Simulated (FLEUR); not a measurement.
# Pb (Fm-3m) in FLEUR: a series of runs

The runs below take Pb through band structure, equation of state, with SCAN.

All numbers are computed with FLEUR MaX-R8.1 (later development tree); they aren't measurements. Logs are shortened: lines on timing, memory, paths and dates and some standing lists are left out, and cuts for length are marked.

## (1) Starting point

It takes space group Fm-3m (No. 225, cubic). Conventional cell: a = 4.950 Å, b = 4.950 Å, c = 4.950 Å, α = 90.00°, β = 90.00°, γ = 90.00°. Around Pb (site symmetry m-3m) lie 12 Pb at 3.50 Å.

## (2) Band structure, SCAN

Contents of inp.xml:

```xml
<?xml version="1.0" encoding="UTF-8" standalone="no"?>
<fleurInput fleurInputVersion="0.39">
   <comment>
      Pb                                                                                                  
   </comment>
   <calculationSetup>
      <cutoffs Kmax="4.1" Gmax="12.7" GmaxXC="12.7" numbands="0"/>
      <scfLoop itmax="60" minDistance="0.00001" maxIterBroyd="15" imix="Anderson" alpha="0.05" precondParam="0.0" spinf="2.0" sdNocoIR="T"/>
      <coreElectrons ctail="F" frcor="F" kcrel="0" coretail_lmax="0"/>
      <xcFunctional name="LibXC" relativisticCorrections="F">
         <LibXCName exchange="mgga_x_scan" correlation="mgga_c_scan"/>
         <AuxGGA exchange="117" correlation="130"/>
      </xcFunctional>
      <magnetism jspins="1"/>
      <soc l_soc="F" theta="0.0" phi="0.0" spav="F"/>
      <expertModes spex="0" secvar="F"/>
      <geometryOptimization l_f="F" forcealpha="1.0" forcemix="BFGS" epsdisp="0.00001" epsforce="0.00001"/>
      <ldaU l_linMix="F" mixParam="0.05" spinf="1.0"/>
   </calculationSetup>
   <cell>
      <bzIntegration valenceElectrons="20.0" mode="hist" fermiSmearingEnergy="0.00183747">
         <kPointListSelection listName="default-1"/>
         <!-- k-points included here -->
         <xi:include xmlns:xi="http://www.w3.org/2001/XInclude" href="kpts.xml"> </xi:include>
      </bzIntegration>
      <!-- symmetry operations included here -->
      <xi:include xmlns:xi="http://www.w3.org/2001/XInclude" href="sym.xml"> </xi:include>
      <bulkLattice scale="1.0">
         <bravaisMatrix>
            <row-1>    0.0000000000000000     4.6771099529074922     4.6771099529074922</row-1>
            <row-2>    4.6771099529074922     0.0000000000000000     4.6771099529074922</row-2>
            <row-3>    4.6771099529074922     4.6771099529074922     0.0000000000000000</row-3>
         </bravaisMatrix>
      </bulkLattice>
   </cell>
   <atomSpecies>
      <species name="Lead (Pb)" element="Pb" atomicNumber="82">
         <mtSphere radius="2.66" gridPoints="879" logIncrement="0.015"/>
         <atomicCutoffs lmax="11" lnonsphr="8"/>
         <electronConfig flipSpins="F">
            <coreConfig>(1s1/2) (2s1/2) (2p1/2) (2p3/2) (3s1/2) (3p1/2) (3p3/2) (4s1/2) (3d3/2) (3d5/2) (4p1/2) (4p3/2) (4d3/2) (4d5/2) (4f5/2) (4f7/2) (5s1/2)</coreConfig>
            <valenceConfig>(5p1/2) (5p3/2) (6s1/2) (5d3/2) (5d5/2) (6p1/2) (6p3/2)</valenceConfig>
            <stateOccupation state="(6p1/2)" spinUp="0.333333" spinDown="0.333333"/>
            <stateOccupation state="(6p3/2)" spinUp="0.666667" spinDown="0.666667"/>
         </electronConfig>
         <energyParameters s="6" p="6" d="5" f="5"/>
         <lo type="SCLO" l="1" n="5" eDeriv="0"/>
         <lo type="SCLO" l="1" n="5" eDeriv="1"/>
         <lo type="SCLO" l="0" n="6" eDeriv="2"/>
         <lo type="SCLO" l="2" n="5" eDeriv="2"/>
         <lo type="SCLO" l="3" n="5" eDeriv="2"/>
      </species>
   </atomSpecies>
   <atomGroups>
      <atomGroup species="Lead (Pb)">
         <relPos label="                   1">.0000000000 .0000000000 .0000000000</relPos>
         <force calculate="T" relaxXYZ="TTT"/>
      </atomGroup>
   </atomGroups>
   <output dos="F" band="F" slice="F">
      <checks vchk="F" cdinf="F"/>
      <bandDOS minEnergy="-.5*Htr" maxEnergy="0.5*Htr" sigma="0.015" storeEVData="T"/>
      <vacuumDOS vacdos="F" integ="F" star="F" nstars="0" locx1="0.0" locy1="0.0" locx2="0.0" locy2="0.0" nstm="0" tworkf="0.0"/>
      <unfoldingBand unfoldBand="F" supercellX="1" supercellY="1" supercellZ="1"/>
      <plotting iplot="0" polar="F">
         <plot TwoD="T" vec1="  1.0  0.0  0.0" vec2="  0.0  1.0  0.0" vec3="  0.0  0.0  1.0" zero="  0.0  0.0  0.0" file="plot"/>
      </plotting>
      <chargeDensitySlicing numkpt="0" minEigenval="0.0" maxEigenval="0.0" nnne="0" pallst="F"/>
      <specialOutput eonly="F"/>
      <moessbauerParams electricFieldGradient="T" isomerShift="T" coreHyperfine="T" valenceHyperfine="T"/>
      <magneticCircularDichroism mcd="F" energyLo="-10.0" energyUp="0.0"/>
   </output>
  <!-- We include the file relax.xml here to enable relaxations (see documentation) -->
  <xi:include xmlns:xi="http://www.w3.org/2001/XInclude" href="relax.xml"> <xi:fallback/> </xi:include>
</fleurInput>
```

Contents of crystal.txt:

```
Pb
&input cartesian=F /
0.0000000000  2.4750200000  2.4750200000
2.4750200000  0.0000000000  2.4750200000
2.4750200000  2.4750200000  0.0000000000
1.8897261246
1.0 1.0 1.0

1
82 0.0000000000  0.0000000000  0.0000000000

&kpt div1=9 div2=9 div3=9 gamma=T /
```

Contents of inp.xml (bands):

```
<?xml version="1.0" encoding="UTF-8" standalone="no"?>
<fleurInput fleurInputVersion="0.39">
   <comment>
      Pb                                                                                                  
   </comment>
   <calculationSetup>
      <cutoffs Kmax="4.1" Gmax="12.7" GmaxXC="12.7" numbands="0"/>
      <scfLoop itmax="60" minDistance="0.00001" maxIterBroyd="15" imix="Anderson" alpha="0.05" precondParam="0.0" spinf="2.0" sdNocoIR="T"/>
      <coreElectrons ctail="F" frcor="F" kcrel="0" coretail_lmax="0"/>
      <xcFunctional name="LibXC" relativisticCorrections="F">
         <LibXCName exchange="mgga_x_scan" correlation="mgga_c_scan"/>
         <AuxGGA exchange="117" correlation="130"/>
      </xcFunctional>
      <magnetism jspins="1"/>
      <soc l_soc="F" theta="0.0" phi="0.0" spav="F"/>
      <expertModes spex="0" secvar="F"/>
      <geometryOptimization l_f="F" forcealpha="1.0" forcemix="BFGS" epsdisp="0.00001" epsforce="0.00001"/>
      <ldaU l_linMix="F" mixParam="0.05" spinf="1.0"/>
   </calculationSetup>
   <cell>
      <bzIntegration valenceElectrons="20.0" mode="hist" fermiSmearingEnergy="0.00183747">
         <kPointListSelection listName="path-1"/>
         <!-- k-points included here -->
         <xi:include xmlns:xi="http://www.w3.org/2001/XInclude" href="kpts.xml"> </xi:include>
      </bzIntegration>
      <!-- symmetry operations included here -->
      <xi:include xmlns:xi="http://www.w3.org/2001/XInclude" href="sym.xml"> </xi:include>
      <bulkLattice scale="1.0">
         <bravaisMatrix>
            <row-1>    0.0000000000000000     4.6771099529074922     4.6771099529074922</row-1>
            <row-2>    4.6771099529074922     0.0000000000000000     4.6771099529074922</row-2>
            <row-3>    4.6771099529074922     4.6771099529074922     0.0000000000000000</row-3>
         </bravaisMatrix>
      </bulkLattice>
   </cell>
   <atomSpecies>
      <species name="Lead (Pb)" element="Pb" atomicNumber="82">
         <mtSphere radius="2.66" gridPoints="879" logIncrement="0.015"/>
         <atomicCutoffs lmax="11" lnonsphr="8"/>
         <electronConfig flipSpins="F">
            <coreConfig>(1s1/2) (2s1/2) (2p1/2) (2p3/2) (3s1/2) (3p1/2) (3p3/2) (4s1/2) (3d3/2) (3d5/2) (4p1/2) (4p3/2) (4d3/2) (4d5/2) (4f5/2) (4f7/2) (5s1/2)</coreConfig>
            <valenceConfig>(5p1/2) (5p3/2) (6s1/2) (5d3/2) (5d5/2) (6p1/2) (6p3/2)</valenceConfig>
            <stateOccupation state="(6p1/2)" spinUp="0.333333" spinDown="0.333333"/>
            <stateOccupation state="(6p3/2)" spinUp="0.666667" spinDown="0.666667"/>
         </electronConfig>
         <energyParameters s="6" p="6" d="5" f="5"/>
         <lo type="SCLO" l="1" n="5" eDeriv="0"/>
         <lo type="SCLO" l="1" n="5" eDeriv="1"/>
         <lo type="SCLO" l="0" n="6" eDeriv="2"/>
         <lo type="SCLO" l="2" n="5" eDeriv="2"/>
         <lo type="SCLO" l="3" n="5" eDeriv="2"/>
      </species>
   </atomSpecies>
   <atomGroups>
      <atomGroup species="Lead (Pb)">
         <relPos label="                   1">.0000000000 .0000000000 .0000000000</relPos>
         <force calculate="T" relaxXYZ="TTT"/>
      </atomGroup>
   </atomGroups>
   <output dos="F" band="T" slice="F">
      <checks vchk="F" cdinf="F"/>
      <bandDOS minEnergy="-.5*Htr" maxEnergy="0.5*Htr" sigma="0.015" storeEVData="T"/>
      <vacuumDOS vacdos="F" integ="F" star="F" nstars="0" locx1="0.0" locy1="0.0" locx2="0.0" locy2="0.0" nstm="0" tworkf="0.0"/>
      <unfoldingBand unfoldBand="F" supercellX="1" supercellY="1" supercellZ="1"/>
      <plotting iplot="0" polar="F">
         <plot TwoD="T" vec1="  1.0  0.0  0.0" vec2="  0.0  1.0  0.0" vec3="  0.0  0.0  1.0" zero="  0.0  0.0  0.0" file="plot"/>
      </plotting>
      <chargeDensitySlicing numkpt="0" minEigenval="0.0" maxEigenval="0.0" nnne="0" pallst="F"/>
      <specialOutput eonly="F"/>
      <moessbauerParams electricFieldGradient="T" isomerShift="T" coreHyperfine="T" valenceHyperfine="T"/>
      <magneticCircularDichroism mcd="F" energyLo="-10.0" energyUp="0.0"/>
   </output>
  <!-- We include the file relax.xml here to enable relaxations (see documentation) -->
  <xi:include xmlns:xi="http://www.w3.org/2001/XInclude" href="relax.xml"> <xi:fallback/> </xi:include>
</fleurInput>
```

Potentials or basis: all-electron, FLAPW.

The run is started by

```bash
> inpgen -f crystal.txt -profile fastHighL
> # inp.xml edited to the form shown
> fleur_MPI
> fleur_MPI   # second run, on inp.xml (bands)
```

Log:

```text
Welcome to FLEUR        (www.flapw.de)
      MaX-Release 8.1          (www.max-centre.eu)
 func_ids         267         263         267         263
 MetaGGA potential functional detected - V_tau will be computed
 Auxiliary Potential for radial basis: exchange=         117  correlation=         130
The functional 'SCAN exchange of Sun, Ruzsinszky, and Perdew' is an exchange functional, it belongs to the 'MGGA' family and is defined in the reference(s):
[1] J. Sun, A. Ruzsinszky, and J. P. Perdew.,  Phys. Rev. Lett. 115, 036402 (2015)
The functional 'SCAN correlation of Sun, Ruzsinszky, and Perdew' is a correlation functional, it belongs to the 'MGGA' family and is defined in the reference(s):
[1] J. Sun, A. Ruzsinszky, and J. P. Perdew.,  Phys. Rev. Lett. 115, 036402 (2015)
 Using same functional for VXC and EXC

 ========== k-point set info ==========
 Selected k-point list: default-1
 k-point list type: mesh
 9 x 9 x 9
 Number of k points: 35

 ------------Calculation Setup---------------------------
 Number of MPI-tasks      :            1
 Number of PE/node        :            1
 Number of OMP-threads    :            1
 Most efficient MPI parallelization for:
           1           5           7          35
 Additional eigenvalue parallelization possible
 Number of basis functions:          294
 Approximate size of matrices (H+S) per k-point:         0.001 GB
 --------------------------------------------------------
The functional 'Hammer, Hansen, and Norskov' is an exchange functional, it belongs to the 'GGA' family and is defined in the reference(s):
[1] B. Hammer, L. B. Hansen, and J. K. Nørskov.,  Phys. Rev. B 59, 7413 (1999)
The functional 'Perdew, Burke & Ernzerhof' is a correlation functional, it belongs to the 'GGA' family and is defined in the reference(s):
[1] J. P. Perdew, K. Burke, and M. Ernzerhof.,  Phys. Rev. Lett. 77, 3865 (1996)
[2] J. P. Perdew, K. Burke, and M. Ernzerhof.,  Phys. Rev. Lett. 78, 1396 (1997)
 Using same functional for VXC and EXC
 Using auxiliary GGA potential for the first iteration of MetaGGA calculation.
 Reset of history
 Reset of history
 Iteration:     1   Distance:      53.80222643 me/bohr^3
The functional 'Hammer, Hansen, and Norskov' is an exchange functional, it belongs to the 'GGA' family and is defined in the reference(s):
[1] B. Hammer, L. B. Hansen, and J. K. Nørskov.,  Phys. Rev. B 59, 7413 (1999)
The functional 'Perdew, Burke & Ernzerhof' is a correlation functional, it belongs to the 'GGA' family and is defined in the reference(s):
[1] J. P. Perdew, K. Burke, and M. Ernzerhof.,  Phys. Rev. Lett. 77, 3865 (1996)
[2] J. P. Perdew, K. Burke, and M. Ernzerhof.,  Phys. Rev. Lett. 78, 1396 (1997)
 Using same functional for VXC and EXC
 Iteration:     2   Distance:      51.07821659 me/bohr^3
The functional 'Hammer, Hansen, and Norskov' is an exchange functional, it belongs to the 'GGA' family and is defined in the reference(s):
[1] B. Hammer, L. B. Hansen, and J. K. Nørskov.,  Phys. Rev. B 59, 7413 (1999)
The functional 'Perdew, Burke & Ernzerhof' is a correlation functional, it belongs to the 'GGA' family and is defined in the reference(s):
[1] J. P. Perdew, K. Burke, and M. Ernzerhof.,  Phys. Rev. Lett. 77, 3865 (1996)
[2] J. P. Perdew, K. Burke, and M. Ernzerhof.,  Phys. Rev. Lett. 78, 1396 (1997)
 Using same functional for VXC and EXC
 Iteration:     3   Distance:      48.50404152 me/bohr^3
The functional 'Hammer, Hansen, and Norskov' is an exchange functional, it belongs to the 'GGA' family and is defined in the reference(s):
[1] B. Hammer, L. B. Hansen, and J. K. Nørskov.,  Phys. Rev. B 59, 7413 (1999)
The functional 'Perdew, Burke & Ernzerhof' is a correlation functional, it belongs to the 'GGA' family and is defined in the reference(s):
[1] J. P. Perdew, K. Burke, and M. Ernzerhof.,  Phys. Rev. Lett. 77, 3865 (1996)
[2] J. P. Perdew, K. Burke, and M. Ernzerhof.,  Phys. Rev. Lett. 78, 1396 (1997)
 Using same functional for VXC and EXC
 Iteration:     4   Distance:       1.33634340 me/bohr^3
The functional 'Hammer, Hansen, and Norskov' is an exchange functional, it belongs to the 'GGA' family and is defined in the reference(s):
[1] B. Hammer, L. B. Hansen, and J. K. Nørskov.,  Phys. Rev. B 59, 7413 (1999)
The functional 'Perdew, Burke & Ernzerhof' is a correlation functional, it belongs to the 'GGA' family and is defined in the reference(s):
[1] J. P. Perdew, K. Burke, and M. Ernzerhof.,  Phys. Rev. Lett. 77, 3865 (1996)
[2] J. P. Perdew, K. Burke, and M. Ernzerhof.,  Phys. Rev. Lett. 78, 1396 (1997)
 Using same functional for VXC and EXC
 Iteration:     5   Distance:       0.46941737 me/bohr^3
The functional 'Hammer, Hansen, and Norskov' is an exchange functional, it belongs to the 'GGA' family and is defined in the reference(s):
[... 32 lines left out ...]
 Using same functional for VXC and EXC
 Iteration:    10   Distance:       0.00052076 me/bohr^3
The functional 'Hammer, Hansen, and Norskov' is an exchange functional, it belongs to the 'GGA' family and is defined in the reference(s):
[1] B. Hammer, L. B. Hansen, and J. K. Nørskov.,  Phys. Rev. B 59, 7413 (1999)
The functional 'Perdew, Burke & Ernzerhof' is a correlation functional, it belongs to the 'GGA' family and is defined in the reference(s):
[1] J. P. Perdew, K. Burke, and M. Ernzerhof.,  Phys. Rev. Lett. 77, 3865 (1996)
[2] J. P. Perdew, K. Burke, and M. Ernzerhof.,  Phys. Rev. Lett. 78, 1396 (1997)
 Using same functional for VXC and EXC
 Iteration:    11   Distance:       0.00011797 me/bohr^3
The functional 'Hammer, Hansen, and Norskov' is an exchange functional, it belongs to the 'GGA' family and is defined in the reference(s):
[1] B. Hammer, L. B. Hansen, and J. K. Nørskov.,  Phys. Rev. B 59, 7413 (1999)
The functional 'Perdew, Burke & Ernzerhof' is a correlation functional, it belongs to the 'GGA' family and is defined in the reference(s):
[1] J. P. Perdew, K. Burke, and M. Ernzerhof.,  Phys. Rev. Lett. 77, 3865 (1996)
[2] J. P. Perdew, K. Burke, and M. Ernzerhof.,  Phys. Rev. Lett. 78, 1396 (1997)
 Using same functional for VXC and EXC
 Iteration:    12   Distance:       0.00003149 me/bohr^3
The functional 'Hammer, Hansen, and Norskov' is an exchange functional, it belongs to the 'GGA' family and is defined in the reference(s):
[1] B. Hammer, L. B. Hansen, and J. K. Nørskov.,  Phys. Rev. B 59, 7413 (1999)
The functional 'Perdew, Burke & Ernzerhof' is a correlation functional, it belongs to the 'GGA' family and is defined in the reference(s):
[1] J. P. Perdew, K. Burke, and M. Ernzerhof.,  Phys. Rev. Lett. 77, 3865 (1996)
[2] J. P. Perdew, K. Burke, and M. Ernzerhof.,  Phys. Rev. Lett. 78, 1396 (1997)
 Using same functional for VXC and EXC
 Iteration:    13   Distance:       0.00000482 me/bohr^3

 ********************************************************************
 Run finished successfully
 Stop message:
   all done
 ********************************************************************
```

It took 17 s on 1 thread of Arm Neoverse V2, shared host; peak memory 0.08 GiB.

Results:

| Quantity | Value |
| --- | --- |
| Free energy | -569454.2017 eV |
| Band gap along the path | none (metal or under the smearing width) |
| Valence electrons inside the program's atomic spheres | Pb 18.06 (radii Pb 2.66 bohr) |

Levels at the corners of the path, in eV from the Fermi level:
```csv
point,band 7,band 8,band 9,band 10,band 11,band 12,band 13,band 14
Γ,-17.12,-17.12,-12.24,7.61,7.61,7.61,10.85,12.82
X,-16.94,-16.94,-7.00,-3.28,2.18,2.18,6.37,7.59
W,-17.07,-16.94,-6.92,-1.29,-1.29,0.57,11.70,13.27
K,-17.05,-16.98,-7.11,-2.24,-1.05,3.14,7.45,12.40
Γ,-17.12,-17.12,-12.24,7.61,7.61,7.61,10.85,12.82
L,-16.97,-16.97,-8.47,-4.19,5.74,5.74,10.35,10.62
U,-17.05,-16.98,-7.11,-2.24,-1.05,3.14,7.45,12.40
W,-17.07,-16.94,-6.92,-1.29,-1.29,0.57,11.70,13.27
L,-16.97,-16.97,-8.47,-4.19,5.74,5.74,10.35,10.62
K,-17.05,-16.98,-7.11,-2.24,-1.05,3.14,7.45,12.40
U,-17.05,-16.98,-7.11,-2.24,-1.05,3.14,7.45,12.40
X,-16.94,-16.94,-7.00,-3.28,2.18,2.18,6.37,7.59
```

Core levels (eV from the Fermi level):
```tsv
atom	levels
1 Pb	1s1/2 -87981.2, 2s1/2 -15719.1, 2p1/2 -15092.0, 2p3/2 -12902.2, 3s1/2 -3769.7, 3p1/2 -3487.4, 3p3/2 -2998.8, 4s1/2 -850.2, 3d3/2 -2536.3, 3d5/2 -2432.4, 4p1/2 -728.1, 4p3/2 -608.5, 4d3/2 -410.1, 4d5/2 -387.7, 4f5/2 -130.9, 4f7/2 -125.9, 5s1/2 -139.1
```

Caveat: the meta-GGA is that of a development version, with a GGA for the radial functions and cores and without core tails; spin-orbit coupling is left out, which moves the levels of the heavy elements.

## (3) Equation of state, SCAN, 28.50 Å³/atom (volume scaled by 0.94)

inp.xml, as its differences from that of step 2:

```diff
@@ -27,3 +27,3 @@
       <xi:include xmlns:xi="http://www.w3.org/2001/XInclude" href="sym.xml"> </xi:include>
-      <bulkLattice scale="1.0">
+      <bulkLattice scale="0.9795861087">
          <bravaisMatrix>
```

Potentials or basis: all-electron, FLAPW.

The run is started by

```bash
> inpgen -f crystal.txt -profile fastHighL
> # inp.xml edited to the form shown
> fleur_MPI
```

It took 14 s on 1 thread of Arm Neoverse V2, shared host; peak memory 0.08 GiB.

It converged, with:

| Property | Result |
| --- | --- |
| Free energy | -569454.1763 eV |
| Band gap on the k mesh | none (metal or under the smearing width) |
| Valence electrons inside the program's atomic spheres | Pb 18.10 (radii Pb 2.66 bohr) |

Caveat: the meta-GGA is that of a development version, with a GGA for the radial functions and cores and without core tails.

## (4) Equation of state, SCAN, 29.11 Å³/atom (volume scaled by 0.96)

inp.xml, as its differences from that of step 3:

```diff
@@ -27,3 +27,3 @@
       <xi:include xmlns:xi="http://www.w3.org/2001/XInclude" href="sym.xml"> </xi:include>
-      <bulkLattice scale="0.9795861087">
+      <bulkLattice scale="0.9864848297">
          <bravaisMatrix>
```

The run is started by

```bash
> inpgen -f crystal.txt -profile fastHighL
> # inp.xml edited to the form shown
> fleur_MPI
```

Run time: 14 s. Hardware: 1 thread of Arm Neoverse V2, shared host; peak memory 0.08 GiB.

Results (log left out):

```
Free energy                                           : -569454.1894 eV
Band gap on the k mesh                                : none (metal or under the smearing width)
Valence electrons inside the program's atomic spheres : Pb 18.08 (radii Pb 2.66 bohr)
```

Caveat: the meta-GGA is that of a development version, with a GGA for the radial functions and cores and without core tails.

(Continued in part 2 of 2.)
